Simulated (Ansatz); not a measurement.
Starting cell, BeO (wurtzite):

```yaml
crystal:
  lattice:
    - [2.71181, 0.00000, 0.00000]
    - [-1.35591, 2.34850, 0.00000]
    - [0.00000, 0.00000, 4.40456]
  atoms:
    - { symbol: Be, position: [0.66667, 0.33333, 0.00149] }
    - { symbol: Be, position: [0.33333, 0.66667, 0.50149] }
    - { symbol: O, position: [0.66667, 0.33333, 0.62371] }
    - { symbol: O, position: [0.33333, 0.66667, 0.12371] }
```

Two-dimensional scan of atom 3 (O, nearest neighbour Be at 1.656 Å; its periodic images, 2.7 Å or more away, move with it): u runs along (1.000, 0.000, 0.000), v along (0.000, 1.000, 0.000) (Cartesian). Cell and other atoms are fixed.

All values below come from PBE (plane waves to 420 eV, PAW, scalar-relativistic; Ansatz, an electronic-structure program). k mesh 11×11×6 (Γ-centred), Fermi-Dirac smearing 0.05 eV. Points where atoms come too close for the PAW data are left out (x in tables, blank in figures). Fu and Fv are the components of the force on the atom. BeO was relaxed with its symmetry unable to fall. 

```json
[
 {"Fu (eV/Å)": "v = -0.410", "u = -0.410": "(withheld)", "u = -0.205": "-1.04", "u = 0.000": "0.00", "u = 0.205": "1.04", "u = 0.410": "(withheld)"},
 {"Fu (eV/Å)": "v = -0.205", "u = -0.410": "(withheld)", "u = -0.205": "0.86", "u = 0.000": "0.00", "u = 0.205": "-0.86", "u = 0.410": "(withheld)"},
 {"Fu (eV/Å)": "v = 0.000", "u = -0.410": "6.14", "u = -0.205": "(withheld)", "u = 0.000": "0.00", "u = 0.205": "(withheld)", "u = 0.410": "-6.14"},
 {"Fu (eV/Å)": "v = 0.205", "u = -0.410": "11.84", "u = -0.205": "(withheld)", "u = 0.000": "0.00", "u = 0.205": "(withheld)", "u = 0.410": "-11.84"},
 {"Fu (eV/Å)": "v = 0.410", "u = -0.410": "x", "u = -0.205": "7.25", "u = 0.000": "0.00", "u = 0.205": "-7.25", "u = 0.410": "x"}
]
```

What belongs in the gaps?


- v = -0.410, u = -0.410: -1.01
- v = -0.410, u = 0.410: 1.01
- v = -0.205, u = -0.410: 2.33
- v = -0.205, u = 0.410: -2.33
- v = 0.000, u = -0.205: 2.56
- v = 0.000, u = 0.205: -2.56
- v = 0.205, u = -0.205: 4.73
- v = 0.205, u = 0.205: -4.73

(A displaced cell: forces are minus the slopes of the energy, force constants its curvatures, and phonons follow from these.)
